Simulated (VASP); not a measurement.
# CaO (Fm-3m) in VASP: Born charges and dielectric tensor with RPBE

Aim: the Born charges and dielectric tensor of CaO with RPBE.

Program: VASP 6.6.1. These are calculated values, not measurements. Logs are shortened: lines on timing, memory, paths and dates and some standing lists are left out, and cuts for length are marked.

## (1) The crystal as given

Symmetry: Fm-3m, No. 225, cubic system. The conventional cell has a = 4.896 Å, b = 4.896 Å, c = 4.896 Å, α = 90.00°, β = 90.00°, γ = 90.00°. Ca (site symmetry m-3m) has 6 O at 2.45 Å as nearest neighbours. O (site symmetry m-3m) is surrounded by 6 Ca at 2.45 Å.

## (2) Born charges and dielectric tensor, RPBE

INCAR

```
PREC = Accurate
ENCUT = 600
EDIFF = 1E-8
ISMEAR = 0
SIGMA = 0.02
LREAL = F
LASPH = T
NELM = 100
ALGO = Fast
ISIF = 2
LWAVE = F
LCHARG = F
GGA = RP
LEPSILON = T
IBRION = 8
NSW = 1
```

KPOINTS

```
Automatic mesh
0
Gamma
  8 8 8
```

POSCAR

```
CaO
1.0
    0.0000000000      2.4478000000      2.4478000000
    2.4478000000      0.0000000000      2.4478000000
    2.4478000000      2.4478000000      0.0000000000
Ca O
1 1
Direct
    0.0000000000      0.0000000000      0.0000000000
    0.5000000000      0.5000000000      0.5000000000
```

Potentials or basis: VASP PAW PBE potentials, release 64 (Ca_sv, O).

Run with:

```sh
$ cat potpaw_PBE.64/Ca_sv/POTCAR potpaw_PBE.64/O/POTCAR > POTCAR
$ mpirun -np 1 vasp_std > vasp.out
```

OUTCAR:

```text
PREC = Accurate
   ENCUT = 600
   EDIFF = 1E-8
   ISMEAR = 0
   LREAL = F
   LASPH = T
   NELM = 100
   ISIF = 2
   GGA = RP
   LEPSILON = T
   IBRION = 8
   NSW = 1

 ion  position               nearest neighbor table
   1  0.000  0.000  0.000-   2 2.45   2 2.45   2 2.45   2 2.45   2 2.45   2 2.45
   2  0.500  0.500  0.500-   1 2.45   1 2.45   1 2.45   1 2.45   1 2.45   1 2.45

  LATTYP: Found a face centered cubic cell.
 ALAT       =     4.8956000000

  Lattice vectors:

 A1 = (   0.0000000000,   2.4478000000,   2.4478000000)
 A2 = (   2.4478000000,   0.0000000000,   2.4478000000)
 A3 = (   2.4478000000,   2.4478000000,   0.0000000000)

Analysis of symmetry for initial positions (statically):
=====================================================================
 Subroutine PRICEL returns:
 Original cell was already a primitive cell.

 Routine SETGRP: Setting up the symmetry group for a
 face centered cubic supercell.

 Subroutine GETGRP returns: Found 48 space group operations
 (whereof 48 operations were pure point group operations)
 out of a pool of 48 trial point group operations.

The static configuration has the point symmetry O_h .

Analysis of symmetry for dynamics (positions and initial velocities):
=====================================================================
 Subroutine PRICEL returns:
 Original cell was already a primitive cell.

 Routine SETGRP: Setting up the symmetry group for a
 face centered cubic supercell.

 Subroutine GETGRP returns: Found 48 space group operations
 (whereof 48 operations were pure point group operations)
 out of a pool of 48 trial point group operations.

The dynamic configuration has the point symmetry O_h .

 Subroutine INISYM returns: Found 48 space group operations
 (whereof 48 operations are pure point group operations),
 and found     1 'primitive' translations

----------------------------------------------------------------------------------------

                                     Primitive cell

  volume of cell :      29.3331

  direct lattice vectors                    reciprocal lattice vectors
     0.000000000  2.447800000  2.447800000    -0.204265054  0.204265054  0.204265054
     2.447800000  0.000000000  2.447800000     0.204265054 -0.204265054  0.204265054
     2.447800000  2.447800000  0.000000000     0.204265054  0.204265054 -0.204265054

  length of vectors
     3.461711958  3.461711958  3.461711958     0.353797452  0.353797452  0.353797452

  position of ions in fractional coordinates (direct lattice)
     0.000000000  0.000000000  0.000000000
     0.500000000  0.500000000  0.500000000

  ion indices of the primitive-cell ions
   primitive index   ion index
                 1           1
                 2           2

----------------------------------------------------------------------------------------

 KPOINTS: Automatic mesh

Automatic generation of k-mesh.
 Grid dimensions read from file:
 generate k-points for:    8    8    8

 Generating k-lattice:

[... 511 lines left out ...]
  ---------------------------------------------------
  ---------------------------------------------------
  free energy    TOTEN  =        -0.25006610 eV

  energy without entropy =       -0.25006610

------------------------ aborting loop because EDIFF is reached ----------------------------------------

--------------------------------------- Ionic step        2  -------------------------------------------

------------------------ aborting loop because EDIFF is reached ----------------------------------------

--------------------------------------- Ionic step        3  -------------------------------------------

------------------------ aborting loop because EDIFF is reached ----------------------------------------

 PIEZOELECTRIC TENSOR FIELD DIRECTION 3  (e Angst)
 -----------------------------------------------------------------------------
     0.00001  0.00000  0.00000           ( -0.00001  0.00000 -0.00000)
     0.00000  0.00001 -0.00000           (  0.00000 -0.00001  0.00000)
    -0.00000 -0.00000 -0.00070           ( -0.00000  0.00000 -0.00000)

 PIEZOELECTRIC TENSOR FIELD DIRECTION 3  (C/m^2)
 -----------------------------------------------------------------------------
     0.00001  0.00000  0.00000
     0.00000  0.00001 -0.00000
    -0.00000 -0.00000 -0.00038

--------------------------------------- Ionic step        4  -------------------------------------------

------------------------ aborting loop because EDIFF is reached ----------------------------------------

[... ionic steps 5 to 6 ...]

--------------------------------------- Ionic step        7  -------------------------------------------

 Free energy of the ion-electron system (eV)
  ---------------------------------------------------
  ---------------------------------------------------
  free energy    TOTEN  =        -0.36444142 eV

  energy without entropy =       -0.36444142

------------------------ aborting loop because EDIFF is reached ----------------------------------------

 INTERNAL STRAIN TENSOR  FOR ION    2  DIRECTION 1   (eV/Angst):
 -----------------------------------------------------------------------------
     0.01625  0.00000 -0.00000
     0.00000 -0.00963  0.00000
    -0.00000  0.00000 -0.00963

 MACROSCOPIC STATIC DIELECTRIC TENSOR (including local field effects in DFT)
 ------------------------------------------------------
           3.740488     0.000000     0.000000
          -0.000000     3.740488    -0.000000
           0.000000     0.000000     3.740488
 ------------------------------------------------------

 PIEZOELECTRIC TENSOR (including local field effects)  for field in x, y, z        (e  Angst)
          XX          YY          ZZ          XY          YZ          ZX
  --------------------------------------------------------------------------------
  x     0.00000     0.00000     0.00000     0.00000     0.00000     0.00000
  y     0.00000     0.00000     0.00000     0.00000     0.00000     0.00000
  z     0.00000     0.00000     0.00000     0.00000     0.00000     0.00000

 PIEZOELECTRIC TENSOR (including local field effects)  for field in x, y, z        (C/m^2)
          XX          YY          ZZ          XY          YZ          ZX
  --------------------------------------------------------------------------------
  x     0.00000     0.00000     0.00000     0.00000     0.00000     0.00000
  y     0.00000     0.00000     0.00000     0.00000     0.00000     0.00000
  z     0.00000     0.00000     0.00000     0.00000     0.00000     0.00000

 BORN EFFECTIVE CHARGES (including local field effects) (in |e|, cummulative output)
 ---------------------------------------------------------------------------------
 ion    1
    1     2.35017     0.00000     0.00000
    2     0.00000     2.35017     0.00000
    3     0.00000     0.00000     2.35017
 ion    2
    1    -2.35017    -0.00000    -0.00000
    2     0.00000    -2.35017    -0.00000
    3     0.00000     0.00000    -2.35017

 INTERNAL STRAIN TENSOR FOR ION    2 for displacements in x,y,z  (eV/Angst):
          X           Y           Z          XY          YZ          ZX
  --------------------------------------------------------------------------------
  x     0.00000     0.00000     0.00000     0.00000     0.00000     0.00000
  y     0.00000     0.00000     0.00000     0.00000     0.00000     0.00000
  z     0.00000     0.00000     0.00000     0.00000     0.00000     0.00000

 SECOND DERIVATIVES (NOT SYMMETRIZED)
 ------------------------------------
               1X          1Y          1Z          2X          2Y          2Z
  1X    -2.423771    0.000000    0.000000    2.423771    0.000000    0.000000
  1Y     0.000000   -2.423771    0.000000    0.000000    2.423771    0.000000
  1Z     0.000000    0.000000   -2.423771    0.000000    0.000000    2.423771
  2X     2.402103    0.000000    0.000000   -2.402103    0.000000    0.000000
  2Y     0.000000    2.402103    0.000000    0.000000   -2.402103    0.000000
  2Z     0.000000    0.000000    2.402103    0.000000    0.000000   -2.402103

 Eigenvectors and eigenvalues of the dynamical matrix
 ----------------------------------------------------

   1 f  =    7.174454 THz    45.078421 2PiTHz  239.314010 cm-1    29.671142 meV
             X         Y         Z           dx          dy          dz
      0.000000  0.000000  0.000000     0.000000    0.535867    0.000000
      2.447800  2.447800  2.447800     0.000000   -0.844302    0.000000
[... 21 lines left out ...]
   6 f/i=    0.014575 THz     0.091576 2PiTHz    0.486164 cm-1     0.060277 meV
             X         Y         Z           dx          dy          dz
      0.000000  0.000000  0.000000     0.000000    0.000000    0.844302
      2.447800  2.447800  2.447800     0.000000    0.000000    0.535867

--------------------------------------------------------------------------------------------------------

 MACROSCOPIC STATIC DIELECTRIC TENSOR IONIC CONTRIBUTION
 ------------------------------------------------------
          14.120658    -0.000000     0.000000
          -0.000000    14.120658     0.000000
           0.000000     0.000000    14.120658
 ------------------------------------------------------

 ELASTIC MODULI CONTR FROM IONIC RELAXATION (kBar)
 Direction    XX          YY          ZZ          XY          YZ          ZX
 --------------------------------------------------------------------------------
 XX           0.0000      0.0000      0.0000      0.0000      0.0000      0.0000
 YY           0.0000      0.0000      0.0000      0.0000      0.0000      0.0000
 ZZ           0.0000      0.0000      0.0000      0.0000      0.0000      0.0000
 XY           0.0000      0.0000      0.0000      0.0000      0.0000      0.0000
 YZ           0.0000      0.0000      0.0000      0.0000      0.0000      0.0000
 ZX           0.0000      0.0000      0.0000      0.0000      0.0000      0.0000
 --------------------------------------------------------------------------------

 PIEZOELECTRIC TENSOR IONIC CONTR  for field in x, y, z        (C/m^2)
          XX          YY          ZZ          XY          YZ          ZX
  --------------------------------------------------------------------------------
  x     0.00000     0.00000     0.00000     0.00000     0.00000     0.00000
  y     0.00000     0.00000     0.00000     0.00000     0.00000     0.00000
  z     0.00000     0.00000     0.00000     0.00000     0.00000     0.00000
```

It took 6 min on 1 thread of Intel Xeon Platinum 8488C (Sapphire Rapids), shared host; peak memory 0.23 GiB.

Results:

| Property | Result |
| --- | --- |
| Band gap on the k mesh | 3.75 eV, indirect (least direct gap 4.13 eV) |
| Electronic dielectric tensor (diagonal) | 3.74 |
| Born charges (mean of the diagonal) | Ca +2.35; O -2.35 e |
| Highest phonon frequency at Γ, LO-TO splitting left out | 239 cm⁻¹ |

Phonon frequencies in cm⁻¹ (negative: imaginary):
| q point | frequencies |
| --- | --- |
| (0.000, 0.000, 0.000) | 0 0 0 239 239 239 |

Electronic dielectric tensor:
```
3.74 0.00 0.00
0.00 3.74 0.00
0.00 0.00 3.74
```

Born effective charge tensors (e):
atom 1, Ca
```
2.35 0.00 0.00
0.00 2.35 0.00
0.00 0.00 2.35
```
atom 2, O
```
-2.35  0.00  0.00
 0.00 -2.35  0.00
 0.00  0.00 -2.35
```

As with any semilocal functional, this RPBE gap is likely too small.
